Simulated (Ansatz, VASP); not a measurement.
**Hf: VASP beside Ansatz**

Contents of INCAR:

```
ALGO = Fast ; EDIFF = 1E-6
ENCUT = 520 ; GGA = PS
ISIF = 2 ; ISMEAR = 0
LASPH = True ; LCHARG = True
LELF = True ; LREAL = False
LVHAR = True ; LWAVE = False
NBANDS = 11 ; NELM = 80
PREC = Accurate ; SIGMA = 0.1
```

The input KPOINTS:

```
k-points
0
Gamma
  16 16 16
```

The input POSCAR:

```
Hf
1.0
    0.0000000000      2.2106538000      2.2106538000
    2.2106538000      0.0000000000      2.2106538000
    2.2106538000      2.2106538000      0.0000000000
Hf
1
Direct
    0.0000000000      0.0000000000      0.0000000000
```

Input for Ansatz:

```yaml
crystal:
  lattice:
    - [0.0, 2.2106538, 2.2106538]
    - [2.2106538, 0.0, 2.2106538]
    - [2.2106538, 2.2106538, 0.0]
  atoms:
    - { symbol: Hf, position: [0.0, 0.0, 0.0] }
basis:
  ecutwfc: 420
kpoints:
  mp_grid: { grid: [16, 16, 16] }
hamiltonian:
  xc: pbesol
scf:
  occupations: { method: gaussian, width: 0.1 }
output:
  forces: true
  stress: true
  eigenvalues: true
  populations: true
```

Alike in both runs: task single point; functional PBEsol; k mesh 16 × 16 × 16; occupations gaussian, width 0.1 eV; no spin polarisation.

|  | VASP | Ansatz |
| --- | --- | --- |
| version | VASP 6.6.1 | Ansatz 0.2.0 |
| potentials or method | VASP PAW PBE potentials, release 64 (Hf_pv) | scalar-relativistic, plane waves, PAW |
| plane-wave cutoff (eV) | 520 | 420 |
| valence electrons in the cell | 10 | 26 |

```csv
,VASP,Ansatz,Ansatz less VASP
gap on the k mesh at the Fermi level (eV),none,none,-
pressure (GPa),-0.7,-0.3,+0.40
```

A gap of «none» marks a metal or a gap that the smearing closes. The functional is the same, so the differences come from potentials, cutoffs and numerics. The two sets of potentials don't hold the same shells in valence.

Caveats: the PAW data sets were made with another functional, which shifts forces and pressure a little (VASP). The runs have no spin-orbit coupling, so splittings on Hf are missing.
